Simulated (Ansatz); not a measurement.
## Si: random displacements

Level of theory: DFT LDA, scalar-relativistic, plane waves, PAW (Ansatz 0.2.0). Settings: plane waves to 420 eV, k-mesh 10×10×10 (Γ-centred), Gaussian smearing 0.03 eV. No spin polarisation. Energies are free energies at this smearing, counted from the undisturbed cell; pressure is positive in compression.

The starting cell (relaxed at this level; this form isn't the usual structure):

```
Si
1.0
    -3.30127    3.30127    1.90836
     3.30127   -3.30127    1.90836
     3.30127    3.30127   -1.90836
Si
4
Direct
  0.17884 0.17884 0.35769
  0.82116 0.82116 0.64231
  0.17884 0.82116 0.00000
  0.82116 0.17884 0.00000
```

The atoms are displaced (Å, in the unstrained cell):

```
atom ux uy uz
 Si1  -0.034   0.028   0.025
 Si2  -0.057  -0.038  -0.012
 Si3  -0.026  -0.002  -0.065
 Si4   0.117   0.011   0.052
```

Strain (Voigt, engineering shear): (0.0157, -0.0676, 0.0662, 0.0335, -0.0010, 0.0026).

**Question.** What are the energy change, the stress and the forces?

**Answer.** ΔE = 157.6 meV/atom; stress (xx, yy, zz, yz, xz, xy; compression positive) (-6.11, 13.52, -6.56, -3.21, 1.86, -0.83) GPa.
```csv
atom,Fx (eV/Å),Fy,Fz
Si1,-0.02,1.27,-0.27
Si2,0.81,-1.07,0.26
Si3,0.50,0.91,1.62
Si4,-1.29,-1.11,-1.62
```

Cost: 1 run of about 0.82 core-minutes, on Intel Xeon Platinum 8375C (Ice Lake) (shared hosts).